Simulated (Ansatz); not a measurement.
`C=C[CH2][AlH][F]` and `C=CCC` differ in one atom or group.

Ansatz, PBE0-D4/def2-TZVP geometries, multiplicity 1. Each molecule was computed in one conformer, which needn't be the lowest.

```csv
property,`C=C[CH2][AlH][F]`
zero-point energy (PBE0-D4/def2-TZVP) / kJ/mol,208.5
LUMO energy (B3LYP/def2-TZVPP) / eV,-1.03
HOMO–LUMO gap (B3LYP/def2-TZVPP) / eV,5.87
size of the dipole moment (PBE/def2-TZVPP) / D,2.20
LUMO energy (PBE0/def2-TZVPP) / eV,-0.82
"ideal-gas entropy at 298 K and 1 bar (rigid rotor, harmonic PBE0-D4/def2-TZVP) / J/(mol·K)",331
```

Task: Give the same properties after the change, and the shifts. (Best estimate.)

Result: Ansatz gave: 
```tsv
property	`C=CCC`	shift
zero-point energy (PBE0-D4/def2-TZVP) / kJ/mol	284.9	76.4
LUMO energy (B3LYP/def2-TZVPP) / eV	0.13	1.16
HOMO–LUMO gap (B3LYP/def2-TZVPP) / eV	7.29	1.42
size of the dipole moment (PBE/def2-TZVPP) / D	0.43	-1.77
LUMO energy (PBE0/def2-TZVPP) / eV	0.39	1.21
ideal-gas entropy at 298 K and 1 bar (rigid rotor, harmonic PBE0-D4/def2-TZVP) / J/(mol·K)	297	-34
```

With PBE0 the HOMO falls by 0.28 eV and the LUMO rises by 1.21 eV, so the gap widens by about 1.49 eV. PBE moves the HOMO by -0.20 eV and ωB97M-V by -0.44 eV. The zero-point energy changes by 76.4 kJ/mol with +3 modes. Dipoles are sizes alone; their direction can turn.

Positive LUMOs are unbound, so they and the gaps depend on the basis.

B3LYP here is the variant with VWN-RPA as its local correlation; programs differ in this.
